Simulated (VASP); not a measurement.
Runs of VASP 6.6.1 on BaO. It takes space group Fm-3m (No. 225, cubic). Conventional cell: a = 5.561 Å, b = 5.561 Å, c = 5.561 Å, α = 90.00°, β = 90.00°, γ = 90.00°. Ba (site symmetry m-3m) has 6 O at 2.78 Å as nearest neighbours. O (site symmetry m-3m) has 6 Ba at 2.78 Å as nearest neighbours. The cell was built by a generator and needn't be a form met in nature.

| task | level | spin | cell | k mesh | cutoff (eV) | grid for exact exchange (PRECFOCK) | screening parameter | gap on the mesh (eV) | pressure (GPa) | moment (μB) |
| --- | --- | --- | --- | --- | --- | --- | --- | --- | --- | --- |
| band structure | r2SCAN+rVV10 | off | Fm-3m, 21.5 Å³/atom | 8 × 8 × 8 | 520 | - | - | 2.30 | 0.1 | - |
| band structure | HSE06 | off | Fm-3m, 21.5 Å³/atom | 6 × 6 × 6 | 520 | Fast | 0.2 1/A | 3.31 | 0.3 | - |
| electrostatic potential | HSE06 | off | Fm-3m, 21.5 Å³/atom | 6 × 6 × 6 | 520 | Fast | 0.2 1/A | 3.31 | 0.3 | - |
| band structure | PBE | off | Fm-3m, 21.5 Å³/atom | 8 × 8 × 8 | 520 | - | - | 2.02 | 2.1 | - |
| electrostatic potential | PBE | off | Fm-3m, 21.5 Å³/atom | 8 × 8 × 8 | 520 | - | - | (a) | 2.1 | - |
| band structure | PBE | non-collinear, zero start, SOC | Fm-3m, 21.5 Å³/atom | 8 × 8 × 8 | 520 | - | - | - | 2.1 | 0.00 |
| electrostatic potential | PBE | non-collinear, zero start, SOC | Fm-3m, 21.5 Å³/atom | 8 × 8 × 8 | 520 | - | - | - | 2.1 | 0.00 |
| relaxation of cell and atoms | r2SCAN+rVV10 | off | relaxed | 8 × 8 × 8 | 600 | - | - | 2.30 | 0.0 | - |
| electrostatic potential | r2SCAN+rVV10 | off | Fm-3m, 21.5 Å³/atom | 8 × 8 × 8 | 520 | - | - | 2.30 | 0.1 | - |

Alike in all rows: potentials or basis VASP PAW PBE potentials, release 64 (Ba_sv, O); smearing gaussian 0.02 eV.

Fill in the values left out.

(a) 2.01.

Caveats: spin-orbit coupling is left out, which moves the levels of the heavy elements (some runs); the PAW data sets were made with another functional, which shifts forces and pressure a little (some runs).

A k mesh can miss the band edges, and rows without SOC leave out spin-orbit coupling on Ba.
